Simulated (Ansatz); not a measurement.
**Sn under changes of volume**

One of the cells (27.205 Å³/atom); the others are scaled copies at fixed shape and fractional positions:

```xyz
1
Lattice="-1.9006 1.9065 1.8877 1.8824 -1.9360 1.8991 1.8787 1.9141 -1.9172" Properties=species:S:1:pos:R:3 pbc="T T T"
Sn    0.0799    0.0378    0.1466
```

This isn't the form of Sn at room conditions, which is tetragonal (white tin).

```yaml
Program: Ansatz 0.2.0
Functional: PBEsol
Potentials_or_basis: all-electron LAPW, relativistic spinors
Cutoff: 177 eV (chosen from the basis error)
Basis_error_allowed: 0.001 eV/atom
k_mesh: 7 × 7 × 7
Occupations: methfessel-paxton, width 0.1 eV
Spin: spin-orbit coupling, no magnetisation
```

| volume (Å³/atom) | energy over the lowest point (meV/atom) | pressure (GPa) |
| --- | --- | --- |
| 25.573 | ? | ? |
| 26.117 | 0.00 | 0.5 |
| 26.661 | 0.23 | -0.7 |
| 27.205 | 4.25 | -1.7 |
| 27.749 | 11.63 | -2.6 |
| 28.293 | 22.01 | -3.5 |
| 28.837 | 35.07 | -4.2 |

**Question.** What does the run at 25.573 Å³/atom give?

**Answer.** Energy over the lowest point 4.03 meV/atom; pressure 1.9 GPa.

Worked out: A Birch-Murnaghan fit of order 3 (a polynomial in V^(-2/3)) to the other rows has its minimum at 26.35 Å³/atom with B0 = V·E''(V) = 57 GPa and B' = 4.6 at fixed shape and positions, which overstates the stiffness. It gives 4.01 meV/atom at 25.573 Å³/atom, against the run's 4.03, and -dE/dV = 1.9 GPa, against 1.9.

Energies are extrapolated to zero smearing.

Caveats: the k mesh is thin for a metal, which can move the energy by tens of meV per atom.
